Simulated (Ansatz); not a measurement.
ZnS: Zn vacancy

Method: Ansatz 0.2.0, DFT PBE, scalar-relativistic, plane waves, PAW. Settings: 420 eV cutoff, 2×2×2 k-mesh, Gaussian smearing of 0.01 eV, collinear spin.

Host crystal, relaxed:

```
Zn S
1.0
     0.00000    2.72115    2.72115
     2.72115    0.00000    2.72115
     2.72115    2.72115    0.00000
Zn S
1 1
Cartesian
  0.0000 0.0000 0.0000
  4.0817 4.0817 4.0817
```

Supercell of 16 atoms, rows in host cell vectors: 0 -2 2; 0 0 2; -2 0 2. Atoms relax at the host's cell from a start displaced at random by 0.06 Å near the defect, so other minima may exist. The cell is small, so energies carry finite-size errors of tenths of an eV. The host's Kohn–Sham gap is 2.02 eV. Atoms are taken from and returned to the elements' standard states. Charged cells are corrected for image charges with the computed static dielectric tensor (mean 9.4) and aligned with the host's potential at far atoms (alignment terms reach 1.30 eV; the program doubts the alignment in some charges, where it is up to 1.30 eV). No band-filling term is added, and the Fermi level counts from the host's valence band top.

Starting moments were lost in some runs.

Defect: Zn vacancy at (0.000, 0.000, 0.000) of the host cell.

Problem. What is the formation energy of the neutral defect?

Solution. 3.81 eV.

Problem. Does the neutral defect carry a moment, and how do its surroundings relax?

Solution. It changes the cell's moment by 1.25 μB (a fraction, from partly filled bands). The nearest neighbours before are 4 S at 2.36 Å; after relaxation the atoms near the site are 2 S at 2.36 Å, 1 S at 2.37 Å, 1 S at 2.38 Å; the largest move is 0.06 Å.

Problem. Charges 0, -1, -2 were computed. Which is stable where in the gap?

Solution. Among the charges computed the stable one is 0 at the valence band top, changing to -1 at 0.35 eV, changing to -2 at 0.93 eV. In charge 0, -1 the cell has partly filled bands: a level of the defect may be part filled, the carrier may sit in the host's bands, or levels may cross between the k points, so transitions that involve it are doubtful. Without the alignment that the program doubts, the level (0/-1) would lie at -0.46 eV, outside the gap, so these runs don't decide whether the defect changes charge there. Levels between neighbouring charges: (0/-1) 0.35 eV, (-1/-2) 0.93 eV.

Cost: 4 runs of about 23 core-minutes in all, on AMD EPYC (Zen 3) (shared hosts).